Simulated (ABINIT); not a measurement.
# WC (Qusongite) (P-6m2) in ABINIT: settings compared

The runs below take WC (Qusongite) through single point, relaxation of cell and atoms, with PBEsol, PBE, LDA-PZ, r2SCAN.

Program: ABINIT 10.8.3 (patched build). These are calculated values, not measurements. Logs are shortened: lines on timing, memory, paths and dates and some standing lists are left out, and cuts for length are marked. The log counts tension as positive stress, the text compression.

## 1. The crystal as given

The structure is hexagonal, space group P-6m2 (No. 187). The conventional cell has a = 2.907 Å, b = 2.907 Å, c = 2.837 Å, α = 90.00°, β = 90.00°, γ = 120.00°. W (site symmetry -6m2) is surrounded by 6 C at 2.20 Å. C (site symmetry -6m2) has 6 W at 2.20 Å as nearest neighbours.

## 2. Single point, PBEsol

File run.abi:

```
pp_dirpath "./"
pseudos "W.GGA_PBE-JTH.xml, C.GGA_PBE-JTH.xml"

acell 3*1.0
rprim
     5.4924889812     0.0000000000     0.0000000000
    -2.7462444906     4.7566349877     0.0000000000
     0.0000000000     0.0000000000     5.3603971251
ntypat 2
znucl 74 6
natom 2
typat 1 2
xred
     0.0000000000     0.0000000000     0.0000000000
     0.6666666667     0.3333333333     0.5000000000

ecut 20.0
pawecutdg 40.0

kptopt 1
ngkpt 8 8 7
nshiftk 1
shiftk 0.0 0.0 0.0

ixc -116133

nband 13
occopt 3
tsmear 0.05 eV

nstep 100
tolvrs 1.0e-9

iomode 3
prtwf 0
prtden 0
prteig 0
prtebands 0
enunit 1
```

Potentials or basis: JTH PAW PBE v2.0.

The run is started by

```
$ abinit run.abi > log 2>&1
```

run.abo:

```text
.Version 10.8.3 of ABINIT
 Symmetries : space group P-6 m 2 (#187); Bravais hP (primitive hexag.)
================================================================================
 Values of the parameters that define the memory need of the present run
     intxc =       0    ionmov =       0      iscf =      17    lmnmax =      18
     lnmax =       6     mgfft =      24  mpssoang =       3    mqgrid =    3001
     natom =       2  nloc_mem =       2    nspden =       1   nspinor =       1
    nsppol =       1      nsym =      12    n1xccc =       1    ntypat =       2
    occopt =       3   xclevel =       2
       mpw =         617          nfft =       13824          nkpt =          40
 PAW method is used; the additional fine FFT grid is defined by:
   mgfftf=        32    nfftf =     32768
================================================================================
================================================================================

--------------------------------------------------------------------------------
------------- Echo of variables that govern the present computation ------------
--------------------------------------------------------------------------------
 -outvars: echo values of preprocessed input variables --------
            acell      1.0000000000E+00  1.0000000000E+00  1.0000000000E+00 Bohr
              amu      1.83850000E+02  1.20110000E+01
             ecut      2.00000000E+01 Hartree
           enunit           1
              ixc     -116133
         kptrlatt        8    0    0      0    8    0      0    0    7
          kptrlen      3.75227799E+01
            natom           2
            nband          13
            ngfft          24      24      24
          ngfftdg          32      32      32
             nkpt          40
            nstep         100
             nsym          12
           ntypat           2
           occopt           3
        pawecutdg      4.00000000E+01 Hartree
         pawxcdev           0
           prtden           0
        prtebands           0
           prteig           0
            prtwf           0
            rprim      5.4924889812E+00  0.0000000000E+00  0.0000000000E+00
                      -2.7462444906E+00  4.7566349877E+00  0.0000000000E+00
                       0.0000000000E+00  0.0000000000E+00  5.3603971251E+00
          spgroup         187
           tolvrs      1.00000000E-09
           tsmear      1.83746611E-03 Hartree
            typat      1  2
           useylm           1
           xangst      0.0000000000E+00  0.0000000000E+00  0.0000000000E+00
                       1.4532499990E+00  8.3903427812E-01  1.4182999990E+00
            xcart      0.0000000000E+00  0.0000000000E+00  0.0000000000E+00
                       2.7462444906E+00  1.5855449959E+00  2.6801985626E+00
             xred      0.0000000000E+00  0.0000000000E+00  0.0000000000E+00
                       6.6666666667E-01  3.3333333333E-01  5.0000000000E-01
            znucl       74.00000    6.00000

================================================================================

 chkinp: Checking input parameters for consistency.

================================================================================
== DATASET  1 ==================================================================

--- !DatasetInfo
iteration_state: {dtset: 1, }
dimensions: {natom: 2, nkpt: 40, mband: 13, nsppol: 1, nspinor: 1, nspden: 1, mpw: 617, }
cutoff_energies: {ecut:  20.0, pawecutdg:  40.0, }
electrons: {nelect:   1.80000000E+01, charge:   0.00000000E+00, occopt:   3.00000000E+00, tsmear:   1.83746611E-03, }
meta: {optdriver: 0, ionmov: 0, optcell: 0, iscf: 17, paral_kgb: 0, }
...

 Real(R)+Recip(G) space primitive vectors, cartesian coordinates (Bohr,Bohr^-1):
 R(1)=  5.4924890  0.0000000  0.0000000  G(1)=  0.1820668  0.1051163  0.0000000
 R(2)= -2.7462445  4.7566350  0.0000000  G(2)=  0.0000000  0.2102327  0.0000000
 R(3)=  0.0000000  0.0000000  5.3603971  G(3)=  0.0000000  0.0000000  0.1865533
 Unit cell volume ucvol=  1.4004448E+02 bohr^3
 Angles (23,13,12)=  9.00000000E+01  9.00000000E+01  1.20000000E+02 degrees

 Coarse grid specifications (used for wave-functions):

 getcut: wavevector=  0.0000  0.0000  0.0000  ngfft=  24  24  24
         ecut(hartree)=     20.000   => boxcut(ratio)=   2.17051

 Fine grid specifications (used for densities):

 getcut: wavevector=  0.0000  0.0000  0.0000  ngfft=  32  32  32
         ecut(hartree)=     40.000   => boxcut(ratio)=   2.04638

--- Pseudopotential description ------------------------------------------------
- pspini: atom type   1  psp file is ./W.GGA_PBE-JTH.xml
 Pseudopotential format is: paw10
 basis_size (lnmax)=  6 (lmn_size= 18), orbitals=   0   0   1   1   2   2
 Spheres core radius: rc_sph= 2.41188978
 Shapefunction is BESSEL type: shapef(r,l)=aa(1,l)*jl(q(1,l)*r)+aa(2,l)*jl(q(2,l)*r)
 Radius for shape functions =  2.10354610
 Compensation charge density is not taken into account in XC energy/potential

- pspini: atom type   2  psp file is ./C.GGA_PBE-JTH.xml
 Pseudopotential format is: paw10
 basis_size (lnmax)=  4 (lmn_size=  8), orbitals=   0   0   1   1
 Spheres core radius: rc_sph= 1.50736703
 Shapefunction is SIN type: shapef(r)=[sin(pi*r/rshp)/(pi*r/rshp)]**2
 Radius for shape functions =  1.30052589
 Compensation charge density is not taken into account in XC energy/potential

   9.26042540E+02                                ecore*ucvol(ha*bohr**3)
--------------------------------------------------------------------------------

[... 7 lines left out ...]

     iter   Etot(hartree)      deltaE(h)  residm     nres2
 ETOT  1  -72.219812752643    -7.222E+01 9.411E+00 7.148E+00
 ETOT  2  -74.878885442347    -2.659E+00 7.517E-02 8.966E+00
 ETOT  3  -74.847500702283     3.138E-02 6.131E-02 1.704E+00
 ETOT  4  -74.843900122307     3.601E-03 4.345E-03 5.609E-01
 ETOT  5  -74.841564000393     2.336E-03 2.102E-03 3.016E-02
 ETOT  6  -74.841743268745    -1.793E-04 5.129E-04 1.044E-03
 ETOT  7  -74.841765682563    -2.241E-05 1.879E-04 1.031E-03
 ETOT  8  -74.841761764008     3.919E-06 1.868E-04 8.913E-06
 ETOT  9  -74.841762082975    -3.190E-07 7.040E-05 2.242E-05
 ETOT 10  -74.841761998238     8.474E-08 7.428E-05 3.605E-07
 ETOT 11  -74.841762003198    -4.960E-09 3.117E-05 2.238E-08
 ETOT 12  -74.841762003313    -1.152E-10 3.067E-05 3.684E-09
 ETOT 13  -74.841762003314    -2.132E-13 1.313E-05 1.981E-10

 At SCF step   13       nres2   =  1.98E-10 < tolvrs=  1.00E-09 =>converged.

 Cartesian components of stress tensor (hartree/bohr^3)
  sigma(1 1)=  7.44845912E-05  sigma(3 2)=  0.00000000E+00
  sigma(2 2)=  7.44845917E-05  sigma(3 1)=  0.00000000E+00
  sigma(3 3)=  1.23805100E-04  sigma(2 1)=  0.00000000E+00

--- !ResultsGS
iteration_state: {dtset: 1, }
comment   : Summary of ground state results
lattice_vectors:
- [  5.4924890,   0.0000000,   0.0000000, ]
- [ -2.7462445,   4.7566350,   0.0000000, ]
- [  0.0000000,   0.0000000,   5.3603971, ]
lattice_lengths: [   5.49249,    5.49249,    5.36040, ]
lattice_angles: [ 90.000,  90.000, 120.000, ] # degrees, (23, 13, 12)
lattice_volume:   1.4004448E+02
convergence: {deltae: -2.132E-13, res2:  1.981E-10, residm:  1.313E-05, diffor: null, }
etotal    :  -7.48417620E+01
entropy   :   0.00000000E+00
fermie    :   3.66220083E-01
cartesian_stress_tensor: # hartree/bohr^3
- [  7.44845912E-05,   0.00000000E+00,   0.00000000E+00, ]
- [  0.00000000E+00,   7.44845917E-05,   0.00000000E+00, ]
- [  0.00000000E+00,   0.00000000E+00,   1.23805100E-04, ]
pressure_GPa:  -2.6751E+00
xred      :
- [  0.0000E+00,   0.0000E+00,   0.0000E+00,  W]
- [  6.6667E-01,   3.3333E-01,   5.0000E-01,  C]
cartesian_forces: # hartree/bohr
- [ -0.00000000E+00,  -0.00000000E+00,  -0.00000000E+00, ]
[... 5 lines left out ...]
 ------------------------------------------------
 Atom  Sphere_radius  Integrated_density
    1        2.41189         11.89007344
    2        1.50737          2.44905181

================================================================================

 ----iterations are completed or convergence reached----

 Mean square residual over all n,k,spin=   25.840E-09; max=  13.133E-06
 reduced coordinates (array xred) for    2 atoms
       0.000000000000      0.000000000000      0.000000000000
       0.666666666667      0.333333333333      0.500000000000
 rms dE/dt=  0.0000E+00; max dE/dt=  0.0000E+00; dE/dt below (all hartree)
    1       0.000000000000      0.000000000000      0.000000000000
    2       0.000000000000      0.000000000000      0.000000000000

 cartesian coordinates (angstrom) at end:
    1      0.00000000000000     0.00000000000000     0.00000000000000
    2      1.45324999900754     0.83903427812236     1.41829999903425

 cartesian forces (hartree/bohr) at end:
[... 6 lines left out ...]
    2     -0.00000000000000    -0.00000000000000    -0.00000000000000
 frms,max,avg= 0.0000000E+00 0.0000000E+00   0.000E+00  0.000E+00  0.000E+00 e/A
 length scales=  1.000000000000  1.000000000000  1.000000000000 bohr
              =  0.529177210544  0.529177210544  0.529177210544 angstroms
 Fermi (or HOMO) energy (eV) =   9.96536   Average Vxc (eV)= -13.67378
 Eigenvalues (   eV  ) for nkpt=  40  k points:
 kpt#   1, nband= 13, wtk=  0.00223, kpt=  0.0000  0.0000  0.0000 (reduced coord)
 -64.14548  -28.12970  -28.00839  -28.00839   -4.61449    5.48663    6.49273    6.49273
   9.94138   13.04285   13.04285   15.47959   15.47959
 prteigrs : prtvol=0 or 1, do not print more k-points.

--- !EnergyTerms
iteration_state     : {dtset: 1, }
comment             : Components of total free energy in Hartree
kinetic             :  1.01140470892149E+01
hartree             :  1.07089241620219E+01
xc                  : -9.76343849840938E+00
Ewald energy        : -6.60113243272677E+01
psp_core            :  6.61248883072302E+00
local_psp           : -3.06315497824739E+01
PAW spherical_terms :  4.12917218549462E+00
internal            : -7.48416803406965E+01
'-kT*entropy'       : -6.79453332469992E-05
total_energy        : -7.48417482860297E+01
total_energy_eV     : -2.03654771993564E+03
...

--- !EnergyTermsDC
iteration_state     : {dtset: 1, }
comment             : '"Double-counting" decomposition of free energy'
band_energy         : -9.26703905444484E+00
Ewald energy        : -6.60113243272677E+01
psp_core            :  6.61248883072302E+00
xc_dc               : -1.39334454100078E+01
PAW spherical_terms :  7.75762590301685E+00
internal            : -7.48416940579805E+01
'-kT*entropy'       : -6.79453332469992E-05
total_energy_dc     : -7.48417620033137E+01
total_energy_dc_eV  : -2.03654809320195E+03
...

--- !EnergyTermsWithPAWCore
iteration_state     : {dtset: 1, }
comment             : 'Components of total free energy, including PAW core contributions'
Total energy        : -1.61762235391909E+04
Total energy DC     : -1.61762235529082E+04
Total energy (eV)   : -4.40177466726253E+05
Total energy DC (eV): -4.40177467099519E+05
...

 Cartesian components of stress tensor (hartree/bohr^3)
  sigma(1 1)=  7.44845912E-05  sigma(3 2)=  0.00000000E+00
  sigma(2 2)=  7.44845917E-05  sigma(3 1)=  0.00000000E+00
  sigma(3 3)=  1.23805100E-04  sigma(2 1)=  0.00000000E+00

-Cartesian components of stress tensor (GPa)         [Pressure= -2.6751E+00 GPa]
- sigma(1 1)=  2.19141233E+00  sigma(3 2)=  0.00000000E+00
- sigma(2 2)=  2.19141235E+00  sigma(3 1)=  0.00000000E+00
- sigma(3 3)=  3.64247180E+00  sigma(2 1)=  0.00000000E+00

== END DATASET(S) ==============================================================
================================================================================

 -outvars: echo values of variables after computation  --------
            acell      1.0000000000E+00  1.0000000000E+00  1.0000000000E+00 Bohr
           etotal     -7.4841762003E+01
            fcart     -0.0000000000E+00 -0.0000000000E+00 -0.0000000000E+00
                      -0.0000000000E+00 -0.0000000000E+00 -0.0000000000E+00
            rprim      5.4924889812E+00  0.0000000000E+00  0.0000000000E+00
                      -2.7462444906E+00  4.7566349877E+00  0.0000000000E+00
                       0.0000000000E+00  0.0000000000E+00  5.3603971251E+00
           strten      7.4484591221E-05  7.4484591724E-05  1.2380510010E-04
                       0.0000000000E+00  0.0000000000E+00  0.0000000000E+00
           xangst      0.0000000000E+00  0.0000000000E+00  0.0000000000E+00
                       1.4532499990E+00  8.3903427812E-01  1.4182999990E+00
             xred      0.0000000000E+00  0.0000000000E+00  0.0000000000E+00
                       6.6666666667E-01  3.3333333333E-01  5.0000000000E-01
 Calculation completed.
```

Wall time 24 s (1 thread of Intel Xeon Platinum 8175M at 2.50GHz (Skylake/Cascade Lake), shared host); peak memory 0.11 GiB.

Results:

* Free energy: -2036.5481 eV
* Pressure: -2.7 GPa
* Band gap on the k mesh: none (metal or under the smearing width)
* Valence electrons inside the program's atomic spheres: W 11.89; C 2.45

Stress tensor (GPa, compression positive):
```
-2.19  0.00  0.00
 0.00 -2.19  0.00
 0.00  0.00 -3.64
```

Levels at points of the mesh, in eV from the Fermi level:
| k point | band 7 | band 8 | band 9 | band 10 | band 11 | band 12 |
| --- | --- | --- | --- | --- | --- | --- |
| (0.00, 0.00, 0.00) | -3.47 | -3.47 | -0.02 | 3.08 | 3.08 | 5.51 |
| (0.50, 0.00, 0.00) | -3.76 | -3.73 | -0.58 | 2.18 | 4.40 | 4.76 |

Caveat: the PAW data sets were made with another functional, which shifts forces and pressure a little.

## 3. Single point, PBE

Edit run.abi of step 2 so:

```diff
@@ -1 +1,2 @@
+# Pseudopotentials
 pp_dirpath "./"
@@ -3,2 +4,3 @@
 
+# Structure
 acell 3*1.0
@@ -16,7 +18,9 @@
 
-ecut 20.0
-pawecutdg 40.0
+# Plane-wave basis
+ecut 19.0
+pawecutdg 38.0
 
+# k points
 kptopt 1
-ngkpt 8 8 7
+ngkpt 13 13 12
 nshiftk 1
@@ -24,8 +28,11 @@
 
-ixc -116133
+# Exchange and correlation
+ixc 11
 
+# Bands and occupations
 nband 13
 occopt 3
-tsmear 0.05 eV
+tsmear 0.00183747
 
+# SCF cycle
 nstep 100
@@ -33,2 +40,3 @@
 
+# Output
 iomode 3
@@ -38,2 +46 @@
 prtebands 0
-enunit 1
```

Potentials or basis: JTH PAW PBE v2.0.

The run is started by

```
$ abinit run.abi > log 2>&1
```

Run time: 39 s. Hardware: 1 thread of Arm Neoverse V1, shared host; peak memory 0.12 GiB.

Results (log left out):

```
Free energy                                           : -2035.1342 eV
Pressure                                              : 6.2 GPa
Band gap on the k mesh                                : none (metal or under the smearing width)
Valence electrons inside the program's atomic spheres : W 11.87; C 2.48
```

Stress tensor (GPa, compression positive):
```
6.32 0.00 0.00
0.00 6.32 0.00
0.00 0.00 5.97
```

Levels at points of the mesh, in eV from the Fermi level:
| k point | band 6 | band 7 | band 8 | band 9 | band 10 | band 11 | band 12 | band 13 |
| --- | --- | --- | --- | --- | --- | --- | --- | --- |
| (0.00, 0.00, 0.00) | -4.32 | -3.34 | -3.34 | 0.08 | 3.23 | 3.23 | 5.62 | 5.62 |
| (0.00, 0.00, 0.50) | -8.66 | -2.02 | -2.02 | -0.60 | -0.60 | 3.66 | 4.53 | 4.53 |

The run has no spin-orbit coupling, so splittings on W are missing.

## 4. Relaxation of cell and atoms, LDA-PZ

File run.abi:

```
pp_dirpath "./"
pseudos "W.LDA_PW-JTH.xml, C.LDA_PW-JTH.xml"

acell 5.4924889812 5.4924889812 5.3603971251
rprim
     1.0000000000     0.0000000000     0.0000000000
    -0.5000000000     0.8660254038     0.0000000000
     0.0000000000     0.0000000000     1.0000000000
ntypat 2
znucl 74 6
natom 2
typat 1 2
xred
     0.0000000000     0.0000000000     0.0000000000
     0.6666666667     0.3333333333     0.5000000000
chkprim 0
chksymtnons 0
tolsym 1.0e-6

ecut 20.0
pawecutdg 40.0

kptopt 1
ngkpt 10 10 9
nshiftk 1
shiftk 0.0 0.0 0.0

ixc 2

nband 13
occopt 3
tsmear 0.05 eV

nstep 100
tolvrs 1.0e-9

iomode 3
prtwf 0
prtden 0
prteig 0
prtebands 0
enunit 1

ionmov 2
ntime 60
tolmxf 0.0001
optcell 2
dilatmx 1.08
ecutsm 0.5
```

Potentials or basis: JTH PAW LDA v2.0.

The run is started by

```
$ abinit run.abi > log 2>&1
```

Wall time 62 s (1 thread of Arm Neoverse V1, shared host); peak memory 0.1 GiB.

It converged, with:

| Item | Value |
| --- | --- |
| Free energy | -2044.0416 eV |
| Relaxed volume | 10.15 Å³/atom |
| Relaxed cell | a = 2.886 Å, b = 2.886 Å, c = 2.813 Å, α = 90.00°, β = 90.00°, γ = 120.00° |
| Space group after relaxing (to 0.05 Å) | P-6m2 (No. 187) |
| Energy gained by relaxing | 6.8 meV/atom |
| Ionic steps | 4 |
| Pressure after relaxing | 0.0 GPa |
| Band gap on the k mesh | none (metal or under the smearing width) |
| Valence electrons inside the program's atomic spheres | W 11.99; C 2.49 |

The path:
| step | energy change (eV) | largest force (eV/Å) | pressure (GPa) | volume (Å³) |
| --- | --- | --- | --- | --- |
| 1 | 0.0000 | 0.0000 | -9.19 | 20.75 |
| 2 | -0.0126 | 0.0000 | 2.54 | 20.17 |
| 3 | -0.0136 | 0.0000 | -0.09 | 20.30 |
| 4 | -0.0136 | 0.0000 | 0.00 | 20.29 |

Final structure:
```yaml
crystal:
  lattice:
    - [2.88616, 0.00000, 0.00000]
    - [-1.44308, 2.49949, 0.00000]
    - [0.00000, 0.00000, 2.81276]
  atoms:
    - { symbol: W, position: [0.00000, 0.00000, 0.00000] }
    - { symbol: C, position: [0.66667, 0.33333, 0.50000] }
```

Levels at points of the mesh, in eV from the Fermi level:
```
           k point  band 5  band 6  band 7  band 8  band 9  band 10  band 11  band 12  band 13
(0.00, 0.00, 0.00)  -14.47   -4.42   -3.41   -3.41    0.16     3.32     3.32     5.77     5.77
(0.50, 0.00, 0.00)  -11.02   -7.06   -3.68   -3.65   -0.43     2.40     4.67     5.03     7.02
```

Spin-orbit coupling is left out, which matters for the levels of W. Zero-point motion and thermal expansion aren't in these numbers.

## 5. Single point, PBE

File run.abi:

```
pp_dirpath "./"
pseudos "W.GGA_PBE-JTH.xml, C.GGA_PBE-JTH.xml"

acell 2.9065 2.9065 2.8366 Angstrom
rprim
     1.0000000000     0.0000000000     0.0000000000
    -0.5000000000     0.8660254038     0.0000000000
     0.0000000000     0.0000000000     1.0000000000
ntypat 2
znucl 74 6
natom 2
typat 1 2
xred
     0.0000000000     0.0000000000     0.0000000000
     0.6666666667     0.3333333333     0.5000000000

ecut 517.016339 eV
pawecutdg 38.0

kptopt 1
ngkpt 8 8 7
nshiftk 1
shiftk 0.0 0.0 0.0

ixc 11

nband 13
occopt 3
tsmear 0.00183747

nstep 100
tolvrs 1.0e-9

iomode 3
prtwf 0
prtden 0
prteig 0
prtebands 0
enunit 2
```

Potentials or basis: JTH PAW PBE v2.0.

The run is started by

```
$ abinit run.abi > log 2>&1
```

Wall time 15 s (1 thread of Arm Neoverse V1, shared host); peak memory 0.11 GiB.

The run converged. Its results:

| Property | Result |
| --- | --- |
| Free energy | -2035.1373 eV |
| Pressure | 6.2 GPa |
| Band gap on the k mesh | none (metal or under the smearing width) |
| Valence electrons inside the program's atomic spheres | W 11.87; C 2.48 |

Stress tensor (GPa, compression positive):
```
6.43 0.00 0.00
0.00 6.43 0.00
0.00 0.00 5.66
```

Levels at points of the mesh, in eV from the Fermi level:
```tsv
k point	band 5	band 6	band 7	band 8	band 9	band 10	band 11	band 12	band 13
(0.00, 0.00, 0.00)	-14.60	-4.45	-3.47	-3.47	-0.05	3.10	3.10	5.49	5.49
(0.50, 0.00, 0.00)	-11.25	-7.18	-3.75	-3.71	-0.60	2.21	4.41	4.75	6.74
```

The run has no spin-orbit coupling, so splittings on W are missing.

(Continued in part 2 of 2.)
